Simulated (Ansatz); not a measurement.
## Sb under changes of volume

One of the cells (26.213 Å³/atom); the others are scaled copies at fixed shape and fractional positions:

```xyz
1
Lattice="-1.8713 1.8713 1.8713 1.8713 -1.8713 1.8713 1.8713 1.8713 -1.8713" Properties=species:S:1:pos:R:3 pbc="T T T"
Sb    0.0000    0.0000    0.0000
```

This isn't the form of Sb at room conditions, which is rhombohedral.

- Program: Ansatz 0.2.0
- Functional: LDA
- Potentials or basis: all-electron LAPW, scalar-relativistic
- Cutoff: 172 eV (chosen from the basis error)
- Basis error allowed: 0.001 eV/atom
- k mesh: 10 × 10 × 10
- Occupations: fermi-dirac, width 0.05 eV
- Spin: no spin polarisation

```csv
volume (Å³/atom),energy over the lowest point (meV/atom),pressure (GPa)
24.640,11.40,3.4
25.165,3.05,1.7
25.689,0.00,0.2
26.213,1.71,-1.2
26.737,?,?
27.262,17.55,-3.6
27.786,30.86,-4.5
```

**Question.** What does the run at 26.737 Å³/atom give?

**Answer.** Energy over the lowest point 7.70 meV/atom; pressure -2.4 GPa.

Worked out: A Birch-Murnaghan fit of order 3 (a polynomial in V^(-2/3)) to the other rows has its minimum at 25.75 Å³/atom with B0 = V·E''(V) = 70 GPa and B' = 4.2. It gives 7.69 meV/atom at 26.737 Å³/atom, against the run's 7.70, and -dE/dV = -2.4 GPa, against -2.4.

Energies are extrapolated to zero smearing.
